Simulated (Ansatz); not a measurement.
# Σ5 (310) boundary in bcc W with B (interstitial): structure and resistance, part 2 of 2

Wanted: what the Σ5 (310) boundary in bcc W with B (interstitial) costs an interconnect.

Ansatz 0.2.0; Ansatz plane-wave DFT, PBE, PAW files; relaxation of a bicrystal slab with its lowest layers held; PAW set soft_1 (the session's first sound run).

So far. Step 2 (Relaxing the bicrystal): The largest force component on a free atom ends at 0.022 eV/Å, under the tolerance of 0.03, after 6 steps.

## Step 3: Transmission across the boundary

Bulk layers of each grain are laid under and over the relaxed boundary, and a lead is named in the middle of each, away from the free faces. The mesh across the current, 20×20, is finer than the density's, because channels open and close sharply across the zone. Energies from -0.1 to 0.1 eV in steps of 0.05 eV are too few for the program's thermal sum, so it prints no conductance; for a metal the transmission near the Fermi level serves, at a fraction of the cost.

This step: Ansatz plane-wave DFT, PBE, PAW files; ballistic transport by layer matching (Landauer), zero bias; boundary relaxed in a short slab, bulk layers laid on; PAW set soft_1 (Ansatz 0.2.0).

System of this step: Σ5 (310) boundary in bcc W with B (interstitial). The cell holds 44 atoms: 43 W and 1 B. Its edges and angles: a = 5.248 Å, b = 3.165 Å, c = 50.599 Å, α = 90.0°, β = 90.0°, γ = 72.5°. It derives from W. Regions: lower grain, 17 atoms (17 W); boundary, 13 atoms (12 W and 1 B); upper grain, 14 atoms (14 W). Vacuum lies along c.

input.yaml

```yaml
crystal:
  lattice:
    - [5.2482270683, 0.0, 0.0]
    - [0.9542231033, 3.0175184024, 0.0]
    - [0.0, 0.0, 50.5992066436]
  atoms:
    - { symbol: W, position: [-9.2, -6.8999999999, 0.0790526229] }
    - { symbol: W, position: [-8.8, -6.5999999999, 0.0988315423] }
    - { symbol: W, position: [-8.4, -6.2999999999, 0.1186104618] }
    - { symbol: W, position: [-8.0, -5.9999999999, 0.1383893813] }
    - { symbol: W, position: [-7.6, -5.6999999999, 0.1581683008] }
    - { symbol: W, position: [-7.2, -5.3999999999, 0.1779472203] }
    - { symbol: W, position: [-6.8, -5.0999999999, 0.1977261397] }
    - { symbol: W, position: [-6.4, -4.7999999999, 0.2175050592] }
    - { symbol: W, position: [-6.0, -4.4999999999, 0.2372839787] }
    - { symbol: W, position: [-5.6, -4.1999999999, 0.2570628982] }
    - { symbol: W, position: [-5.2, -3.9, 0.2768418177] }
    - { symbol: W, position: [-4.8, -3.6, 0.2966207371] }
    - { symbol: W, position: [-4.4, -3.3, 0.3163996566] }
    - { symbol: W, position: [-4.0, -3.0, 0.3361785761] }
    - { symbol: W, position: [-3.6, -2.7, 0.3559574956] }
    - { symbol: W, position: [-3.2, -2.4, 0.375736415] }
    - { symbol: W, position: [-2.8, -2.1, 0.3955153345] }
    - { symbol: W, position: [0.6, 0.2, 0.415294254] }
    - { symbol: W, position: [0.0031117651, 0.4984441175, 0.4347983876] }
    - { symbol: W, position: [0.4035420849, 0.7982289576, 0.4550358049] }
    - { symbol: W, position: [0.8043802429, 0.0978098785, 0.4747083244] }
    - { symbol: W, position: [0.1953364809, 0.4023317596, 0.4951769557] }
    - { symbol: W, position: [0.6008866768, 0.6995566616, 0.5135556786] }
    - { symbol: W, position: [0.0254736524, -0.0127368262, 0.5396376786] }
    - { symbol: B, position: [0.3671716064, 0.3164141968, 0.5395296727] }
    - { symbol: W, position: [0.601498992, 0.699250504, 0.5655300029] }
    - { symbol: W, position: [0.1964629658, 0.4017685171, 0.5838748724] }
    - { symbol: W, position: [0.8043432726, 0.0978283637, 0.6044288106] }
    - { symbol: W, position: [0.4024821826, 0.7987589087, 0.6242332084] }
    - { symbol: W, position: [0.0046987769, 0.4976506115, 0.6440425044] }
    - { symbol: W, position: [-2.3953012231, -1.8023493885, 0.6638214239] }
    - { symbol: W, position: [-2.7953012231, -2.1023493884, 0.6836003434] }
    - { symbol: W, position: [-3.1953012231, -2.4023493884, 0.7033792629] }
    - { symbol: W, position: [-3.5953012231, -2.7023493884, 0.7231581823] }
    - { symbol: W, position: [-3.9953012231, -3.0023493884, 0.7429371018] }
    - { symbol: W, position: [-4.3953012231, -3.3023493884, 0.7627160213] }
    - { symbol: W, position: [-4.7953012231, -3.6023493884, 0.7824949408] }
    - { symbol: W, position: [-5.1953012231, -3.9023493884, 0.8022738603] }
    - { symbol: W, position: [-5.5953012231, -4.2023493884, 0.8220527797] }
    - { symbol: W, position: [-5.9953012231, -4.5023493884, 0.8418316992] }
    - { symbol: W, position: [-6.3953012231, -4.8023493884, 0.8616106187] }
    - { symbol: W, position: [-6.7953012231, -5.1023493884, 0.8813895382] }
    - { symbol: W, position: [-7.1953012231, -5.4023493884, 0.9011684577] }
    - { symbol: W, position: [-7.5953012231, -5.7023493884, 0.9209473771] }
kpoints:
  mp_grid: { grid: [8, 8, 1] }
hamiltonian:
  xc: pbe
  pseudopotentials: { kind: paw, azcp: { folder: soft_1 } }
scf:
  occupations: { method: fermi_dirac, width: 0.1 }
output:
  transmission:
    leads: [[9, 10], [35, 36]]
    kmesh: [20, 20]
    e_range: [-0.1, 0.1]
    de: 0.05
  write_potential: true
  write_density: true
  volumetric_format: npy
  elf: true
```

Run with:

```bash
$ ansatz run input.yaml --threads 4 --pin off --max-ram 15360MiB --backend cpu --events-out ev --progress --plain --runs-dir out
```

Numbers of over 12 decimals in the logs are rounded to 6 here.

The log of the run:

```text
[...]
Crystal: 44 atoms, lattice volume = 801.320 Å³
Basis set: ecut = 420 eV, 15729 PW (Γ)
Bands: 363, of which v1, the nominal top of the filled ones, is band 303 counted from 1 (302 counted from 0)
Symmetry: 2 space group operations
[...]
k-points: 21 of 64 (time reversal used)
[...]
SCF iter   1: F=—  HF=-446757.837733 eV  |F-HF|=—  |Δ(HF+E_count)|=         —  Δρ=6.44e-2  dr2=5.03e2  ethr=3.10e-3  ⟨swp⟩=6.2  Hψ=30458  notcnv=0
[...]
SCF iter  12: F=-446742.985123 eV  HF=-446742.985123 eV  |F-HF|=3.54e-8  |Δ(HF+E_count)|=   4.71e-9  Δρ=1.37e-6  dr2=6.16e-8  ethr=1.65e-11  ⟨swp⟩=17.5  Hψ=28236  notcnv=0
SCF 1 converged in 12 iterations: F = -446742.985123 eV  dr2 = 6.16e-8
[...]
transmission: 413 of 4107 steps passed
transmission: 824 of 4107 steps passed
[...]
transmission: 4107 of 4107 steps passed
WARN: The output density's exchange-correlation potential varies sharply where the density is thin. Do not read a vacuum level from v_tot or v_xc, or from such a field of the output density. On a cell that repeats whose density bears no net charge and no dipole along the vacuum's axis use v_es (v_loc + v_h of the components); under efield.dipole_correction with no amplitude use v_es + v_field, which holds any externa [...]
SCF converged after 12 iterations
Free energy (F): -446742.985123 eV
[...]
Internal energy: -446742.185469 eV  (E = F + TS)
E sigma→0 (E₀):  -446742.585296 eV
Entropy (-TS):   -0.799654 eV (-18.174 meV/atom)
Fermi energy:    18.615276 eV
[...]
--- Band table (eV; the first three rows and the last of 21) ---
  k-point 0: bands = [... 299 lower, 18.4466, 18.5093, 18.5436, 18.5839, 18.5964, 18.6225, 18.6341, 18.7335, ... 56 higher]
  k-point 1: bands = [... 299 lower, 18.1890, 18.2504, 18.2680, 18.3694, 18.4286, 18.5088, 18.5973, 18.6620, ... 56 higher]
  k-point 2: bands = [... 299 lower, 17.8887, 17.9367, 18.0870, 18.3700, 18.5642, 18.6632, 18.7943, 18.8366, ... 56 higher]
  k-point 20: bands = [... 299 lower, 18.7075, 18.7136, 18.7510, 18.7841, 18.8265, 18.8575, 18.8762, 18.8898, ... 56 higher]
--- Transmission ---
  basis      : 141 plane waves across, 37 finite elements along
  points     : 111, standing for a mesh of 20 x 20
  energies   : 5 from -0.100000 to 0.100000 eV about the Fermi level, 0.050000 eV apart; the leads are filled to 0.000000 eV, and channels, transmission and decay are at 0.000000 eV
  crystal 0  : W2, at the sites [9, 10], period 2.0016 Å, over 18.01 Å; its Hamiltonian steps by up to 15.6 meV
    offset         : up to 0.0000 Å between an atom of the period and one for which it stands
    channels       : 1.905000e0 a spin
    conductance    : none, the energies end too early or step too widely for 300 K: set another output.transmission.e_range or a lower de, or, where they end at an eighth of basis.ecutwfc, a higher one
    slowest decay  : 0.0322 /Å at (0.0000, 0.3000)
[...]
channels       : 1.900000e0 a spin
[...]
slowest decay  : 0.0330 /Å at (0.0000, 0.3000)
  junction   : crystal 0 to crystal 1, 13.51 to 38.09 Å
    transmission   : 6.447988e-1 a spin
[...]
```

Wall time 14 min (4 threads of Arm Neoverse V2, shared host); peak memory 9 GiB.

This step gave:

```
free energy                                    : -446742.9851 eV
energy at zero smearing                        : -446742.5853 eV
Fermi energy                                   : 18.62 eV
cell area                                      : 15.84 Å²
transmission per spin nearest the Fermi level  : 0.6448
open channels per spin nearest the Fermi level : 1.905
open channels per spin, upper lead             : 1.9
step of the lead's potential                   : 15.6 meV
step of the upper lead's potential             : 15.1 meV
```

Per spin. Table of transmission, zone mean by energy, zero at the Fermi level:

```csv
energy (eV),"transmission, zone mean"
-0.1000,0.617
-0.0500,0.629
0.0000,0.645
0.0500,0.696
0.1000,0.741
```

Per spin. Open channels, zone mean against energy, zero at the Fermi level:

```csv
energy (eV),lead,upper lead
-0.1000,1.82,1.82
-0.0500,1.87,1.88
0.0000,1.91,1.9
0.0500,2.04,2.03
0.1000,2.06,2.06
```

Transmission over k1 and k2. At 0.0000 eV from the Fermi level.

Ten even steps from '0' (0.00) to '9' (2.42):
```
22100001222322222232
00000000000112221100
00000000000011110000
00000000000032300000
00000000004211240000
00000000443000344000
00000121123113211210
65666665565856556666
77887766797797667788
98876667996997666788
78877667977976677887
66666556585655666665
00121123113211210000
00004430003440000000
00000421124000000000
00000032300000000000
00000111100000000000
00011222110000000000
22322222232221000012
22222122222222212222
```
Columns: k1 (b1) from -0.5 to 0.45; rows upwards: k2 (b2) from -0.5 to 0.45.

Open channels over k1 and k2. At 0.0000 eV from the Fermi level.

Ten even steps from '0' (0.00) to '9' (6.00):
```
33511115333531111353
00011100001111111110
01111110001111111100
11111111000133310001
11111111101111110111
11111111331111133111
11111133333113333311
56536666555655566663
66986666688886666689
98866888896988886688
69866666888866666896
53666655565556666356
11133333113333311111
11113311111331111111
11110111111011111111
11000133310001111111
00011111111000111111
00111111111000011100
33531111353335111153
35533133553553313355
```
Columns: k1 (b1) from -0.5 to 0.45; rows upwards: k2 (b2) from -0.5 to 0.45.

Electrostatic potential energy in the cb plane at fractional x = 0.367, with atoms of W and B within 0.2 Å of it. With pseudopotentials it is smooth inside the atoms' cores, unlike the true potential.

Ten even steps from '0' (-26 eV) to '9' (19 eV), each cell a mean:
```
99754689972000389999889999988999950000599974
99743689972000279998889999988999950000599974
99866799984001589999999999999999972002799986
68998899998656898778998768998878987557999998
27999988999999997557896104898546899999999899
17999988999999997446895002897545899999999899
48999999999878998668998436998767898778999999
89877899996213699988999999999889984114899987
```
Columns run along c (16.0 Å, from fractional 0.37 to 0.68 of the cell; values clipped at the 3rd and 97th percentile), rows up along b (3.2 Å). Atoms in or near the plane, at fractional coordinates: W at (0.46, 0.80), B at (0.54, 0.32), W at (0.62, 0.80).

ELF in the cb plane at fractional x = 0.367, with atoms of W and B within 0.2 Å of it. It is the smooth field of the valence electrons, not physical close to the nuclei.

Ten even steps from '0' (0.05) to '9' (0.67), each cell a mean:
```
54235435526979736654323564224566449889346435
64245435427849736754212453223566349669335335
44334346635999545555435786434556548997356534
44544455653333454344579999854433443333465554
83566432466434542343489317963442355335653345
83576422367555632443488105953442256556742235
64555544564222443344589769964433453223554445
35433456644787445455557998655544536775356544
```
Columns run along c (16.0 Å, from fractional 0.37 to 0.68 of the cell), rows up along b (3.2 Å). Atoms in or near the plane, at fractional coordinates: W at (0.46, 0.80), B at (0.54, 0.32), W at (0.62, 0.80).

Valence density in the cb plane at fractional x = 0.367, with atoms of W and B within 0.2 Å of it. It is the smooth field of the valence electrons, not physical close to the nuclei.

Ten steps, logarithmic in the rise over the least value, from '0' (0.3 e/Å³) to '9' (5.7 e/Å³), each cell a mean:
```
12355420037999730112210000122210158998410145
02456520037999730012210000022110159999510146
22344421026898621122211221122221147997410134
52222221113454322333223443222333224554211122
74101221100100113554234444323554211011001221
84101221100000013554234434323564210000001221
63112221112232223443223444323443212332101122
32234321124787421222212332222222136776310134
```
Columns run along c (16.0 Å, from fractional 0.37 to 0.68 of the cell), rows up along b (3.2 Å). Atoms in or near the plane, at fractional coordinates: W at (0.46, 0.80), B at (0.54, 0.32), W at (0.62, 0.80).

Over the solved energies the transmission per spin lies between 0.617 and 0.741, out of 1.94 channels of the lead on average (up to 2.06).

## Step 4: Specific resistance

This step: Ansatz plane-wave DFT, PBE, PAW files; ballistic transport by layer matching (Landauer), zero bias; specific resistance of the boundary; PAW set soft_1 (Ansatz 0.2.0).

This step gave:

```
area resistance                      : 2.016 fΩ m²
T over the leads' mean channel count : 0.3436
```

Averaged over the energies near the Fermi level, 34.4 % of the channels pass, which makes 2.02 fΩ m².

By hand, with T and the leads' channels N averaged over the energies near the Fermi level: RA = A (h/2e²)(1/T − ½[1/N₁ + 1/N₂]) = 15.84×10⁻²⁰ m² × 12 906 Ω × (1/0.6657 − ½[1/1.939 + 1/1.936]) = 2.02 fΩ m².

## Step 5: Outcome

```yaml
specific_resistance_of_the_boundary: 2.02 fΩ m²
share_of_channels_that_pass: 0.344
```

The boundary has a specific resistance of 2.0 fΩ m². The boundary reflects 66 % of the channels; 2.0 fΩ m² is 20×10⁻¹² Ω·cm². That equals the resistance of 37 nm of bulk W at 300 K (measured 5.44 µΩ cm, CRC Handbook of Chemistry and Physics, 84th ed., 2003, Electrical Resistivity of Pure Metals). One B in 15.8 Å² of boundary is a high coverage. One starting structure was relaxed; another shift or atom count at the boundary may lie lower. Spin-orbit coupling is left out, which matters for W.

[Logs are printed without paths, hosts, clocks, repeated set-up lines and the standing remarks that a program may print on its own settings, such as how far it seeks lower states.]

[Hosts, paths, dates, database ids (printed as entryN), source tags and the programs' standing remarks are cut or masked in the printed files.]
